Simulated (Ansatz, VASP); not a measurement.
Two plane-wave programs on ZnO

The input INCAR:

```
PREC     = Accurate       # precision mode
ENCUT    = 520            # plane-wave cutoff, eV
EDIFF    = 1E-6           # SCF threshold, eV
ISMEAR   = 0              # smearing method
SIGMA    = 0.05           # smearing width, eV
LREAL    = F              # projectors in reciprocal space
LASPH    = T              # aspherical terms in the spheres
NELM     = 60             # most SCF steps
ALGO     = Fast           # electronic algorithm
ISIF     = 2              # what is computed and relaxed
LWAVE    = F              # write WAVECAR
LCHARG   = T              # write CHGCAR
GGA      = PS             # functional
LELF     = T              # ELF
LVHAR    = T            
NBANDS   = 16             # bands
```

KPOINTS

```
regular mesh
0
Gamma
  6 6 6
```

File POSCAR:

```
ZnO
1.0
    2.6454018450      0.0000000000      0.0000000000
    0.0000000000      2.6454018450      0.0000000000
    0.0000000000      0.0000000000      2.6454018450
Zn O
1 1
Direct
    0.0000000000      0.0000000000      0.0000000000
    0.5000000000      0.5000000000      0.5000000000
```

Input for Ansatz:

```yaml
crystal:
  lattice:
    - [2.645401845, 0.0, 0.0]
    - [0.0, 2.645401845, 0.0]
    - [0.0, 0.0, 2.645401845]
  atoms:
    - { symbol: Zn, position: [0.0, 0.0, 0.0] }
    - { symbol: O, position: [0.5, 0.5, 0.5] }
basis:
  ecutwfc: 420
kpoints:
  mp_grid: { grid: [6, 6, 6] }
hamiltonian:
  xc: pbesol
scf:
  occupations: { method: gaussian, width: 0.05 }
output:
  forces: true
  stress: true
  eigenvalues: true
```

Measurements of this composition are mostly on another form, of space group No. 186.

Alike in both runs: task single point; functional PBEsol; k mesh 6 × 6 × 6; occupations gaussian, width 0.05 eV; no spin polarisation.

```csv
,VASP,Ansatz
version,VASP 6.6.1,Ansatz 0.2.0
potentials or method,"VASP PAW PBE potentials, release 64 (Zn, O)","scalar-relativistic, plane waves, PAW"
plane-wave cutoff (eV),520,420
valence electrons in the cell,18,18
```

|  | VASP | Ansatz | Ansatz less VASP |
| --- | --- | --- | --- |
| gap on the k mesh at the Fermi level (eV) | none | none | - |
| pressure (GPa) | 1.4 | 0.0 | -1.34 |

A gap of «none» marks a metal or a gap that the smearing closes. With one functional, cell and mesh, what is left measures potentials, basis and numerics.

Caveats: the k mesh is coarse (spacing up to 0.40 Å⁻¹), so the values aren't converged; the PAW data sets were made with another functional, which shifts forces and pressure a little (VASP).
